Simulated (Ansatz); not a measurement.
A computed series for LiI: response to strain

Base system: LiI in the rock salt structure (space group Fm-3m, No. 225).

```
CELL_PARAMETERS angstrom
      0.00000     3.00909     3.00909
      3.00909     0.00000     3.00909
      3.00909     3.00909     0.00000
ATOMIC_POSITIONS crystal
  I  0.00000 0.00000 0.00000
  Li 0.50000 0.50000 0.50000
```

Cartesian axes are those of the cell as printed.

Strains are applied to the cell and any free atomic positions relax; under biaxial strain the out-of-plane vector relaxes too; under stress the whole cell relaxes.

Method: Ansatz (an electronic-structure program), r2SCAN, PAW, cutoff 500 eV, no spin-orbit coupling.

| variant | volume per atom | gap character | band gap | smallest direct gap |
|---|---|---|---|---|
| base | 27.25 Å³ | indirect, K–Γ (79 % along) → X | 5.00 eV | 5.13 eV |
| biaxial strain +1.13 %, plane normal [001], relaxed out of plane | 27.64 Å³ | indirect, Γ → M | 4.95 eV | 5.05 eV |
| biaxial strain −3.40 %, plane normal [110], relaxed out of plane | 26.00 Å³ | indirect, Γ → X | ? | 5.10 eV |
| biaxial strain +1.46 %, plane normal [111], relaxed out of plane | 27.84 Å³ | indirect, Γ → F | 4.91 eV | 4.94 eV |
| isotropic strain +4.94 % | 31.49 Å³ | direct at Γ | 4.57 eV | – |
| uniaxial strain ε_xx = +5.91 % | 28.86 Å³ | direct at Γ | 4.81 eV | – |
| uniaxial strain ε_yy = −4.98 % | 25.89 Å³ | indirect, Γ → M | 4.87 eV | ? |
| uniaxial strain ε_zz = −0.74 % | 27.04 Å³ | indirect, Γ → M | 4.99 eV | ? |
| tensor shear ε_yz = −1.42 % | 27.24 Å³ | indirect, Γ → X | 4.89 eV | 5.03 eV |
| uniaxial stress, 0.5 GPa compression along z | 27.06 Å³ | indirect, Γ → M | 4.95 eV | 5.14 eV |

### Question
What belongs in the blanks?

### Answer

- biaxial strain −3.40 %, plane normal [110], relaxed out of plane, band gap: 4.65 eV
- uniaxial strain ε_yy = −4.98 %, smallest direct gap: 5.32 eV
- uniaxial strain ε_zz = −0.74 %, smallest direct gap: 5.16 eV

With I present, leaving out spin-orbit coupling can change the band edges. Stability under load was not tested beyond the relaxation. Labels are those of the standard path for the cell's own space group.
